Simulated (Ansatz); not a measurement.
**Evanescent states of BaSnO3 (Pm-3m, cubic perovskite, 5 atoms a cell, 14.2 Å³ an atom) along the normal of (001)**

These are r2SCAN (plane waves, PAW; Ansatz, a quantum-chemistry and plane-wave program) values and carry that method's errors.

No gap correction and no spin-orbit coupling; mid-gap is the computed energy nearest the middle.

Energies count from the valence-band top; κ is the least over a 8×8 mesh across the current.

| E (eV) | κ (1/Å) | where |
|---|---|---|
| 0.04 | 0.090 | off Γ |
| 0.14 | 0.153 | off Γ |
| 0.23 | 0.168 | Γ |
| 0.32 | 0.170 | Γ |
| 0.41 | 0.170 | Γ |
| 0.49 | 0.169 | Γ |
| 0.58 | 0.166 | Γ |
| 0.68 | 0.162 | Γ |
| 0.77 | 0.157 | Γ |
| 0.85 | 0.150 | Γ |
| 0.94 | 0.142 | Γ |
| 1.03 | 0.131 | Γ |
| 1.12 | 0.118 | Γ |
| 1.22 | 0.103 | Γ |
| 1.30 | 0.082 | Γ |
| 1.40 | 0.051 | Γ |

Question: How thick must the barrier be to attenuate the transmission by 10^8 when the electrodes' Fermi level lies at 1.03 eV, and what attenuation does that film give at 0.94 eV?

Answer: d = 8 ln 10 / (2 × 0.131) = 70.3 Å. At 0.94 eV it gives 8 × 0.142/0.131 = 8.7 decades.
